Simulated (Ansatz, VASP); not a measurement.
Two plane-wave programs on GaN

Contents of INCAR:

```
SYSTEM = GaN
PREC = Accurate
ENCUT = 520
EDIFF = 1E-6
ISMEAR = 0
SIGMA = 0.05
LREAL = .False.
LASPH = .True.
NELM = 80
ALGO = Normal
ISIF = 2
LWAVE = .False.
LCHARG = .False.
GGA = PE
NBANDS = 26
```

The input KPOINTS:

```
Automatic mesh
0
Gamma
  12 12 6
  0 0 0
```

Contents of POSCAR:

```
GaN
1.0
    3.3389996435      0.0000000000      0.0000000000
   -1.6694998218      2.8916585145      0.0000000000
    0.0000000000      0.0000000000      5.0368500000
Ga N
2 2
Direct
    0.3333333333      0.6666666667      0.0000000000
    0.6666666667      0.3333333333      0.5000000000
    0.3333333333      0.6666666667      0.3750000000
    0.6666666667      0.3333333333      0.8750000000
```

Input for Ansatz:

```yaml
crystal:
  lattice:
    - [3.3389996435, 0.0, 0.0]
    - [-1.6694998218, 2.8916585145, 0.0]
    - [0.0, 0.0, 5.03685]
  atoms:
    - { symbol: Ga, position: [0.3333333333, 0.6666666667, 0.0] }
    - { symbol: Ga, position: [0.6666666667, 0.3333333333, 0.5] }
    - { symbol: "N", position: [0.3333333333, 0.6666666667, 0.375] }
    - { symbol: "N", position: [0.6666666667, 0.3333333333, 0.875] }
basis:
  ecutwfc: 420
kpoints:
  mp_grid: { grid: [12, 12, 6] }
hamiltonian:
  xc: pbe
scf:
  occupations: { method: gaussian, width: 0.05 }
output:
  forces: true
  stress: true
  eigenvalues: true
```

Change from the starting cell: strain +0.050 along x and y, -0.025 along z, atoms carried along.

Alike in both runs: task single point; functional PBE; k mesh 12 × 12 × 6; occupations gaussian, width 0.05 eV; no spin polarisation.

|  | VASP | Ansatz |
| --- | --- | --- |
| version | VASP 6.6.1 | Ansatz 0.2.0 |
| potentials or method | VASP PAW PBE potentials, release 64 (Ga_d, N) | scalar-relativistic, plane waves, PAW |
| plane-wave cutoff (eV) | 520 | 420 |
| valence electrons in the cell | 36 | 36 |

|  | VASP | Ansatz | Ansatz less VASP |
| --- | --- | --- | --- |
| gap on the k mesh at the Fermi level (eV) | 1.48 | 1.47 | -0.003 |
| least direct gap on the mesh (eV) | 1.48 | 1.47 | -0.003 |
| pressure (GPa) | -3.5 | -3.7 | -0.14 |
| largest component of the traceless stress (GPa) | 17.90 | 17.98 | +0.086 |
| rms of the force components (eV/Å) | 0.530 | 0.540 | +0.0107 |

Atom by atom the forces differ by 0.011 eV/Å (rms over components). The functional is the same, so the differences come from potentials, cutoffs and numerics.
